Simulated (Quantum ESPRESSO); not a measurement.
# Mg in Quantum ESPRESSO: the effect of functional

Crystal: Mg.

```
Mg
1.0
     3.20930    0.00000    0.00000
    -1.60465    2.77934    0.00000
     0.00000    0.00000    5.21030
Mg
2
Direct
  0.66667 0.33333 0.75000
  0.33333 0.66667 0.25000
```

Alike in all runs:

- Program: Quantum ESPRESSO 7.5
- Task: band structure
- Potentials or basis: SG15 PBE 1.2
- Cutoff: 952 eV
- Density cutoff: 3810 eV
- k mesh: 10 × 10 × 5
- Occupations: fermi-dirac, width 0.05 eV
- Spin: no spin polarisation

**Question.** One run gave: pressure 0.5 GPa. Which functional did it use?
A. LDA
B. PBEsol
C. AM05
D. RPBE
E. PBE

**Answer.** D.

| functional | dispersion | pressure (GPa) |
| --- | --- | --- |
| LDA | - | -2.8 |
| PBEsol | - | -1.0 |
| PBE | - | -0.7 |
| RPBE | - | 0.5 |
| AM05 | - | -0.8 |
| rPW86PBE | rVV10 | -1.6 |

Caveats: the potentials were made for another functional, which shifts forces and pressure (some runs).
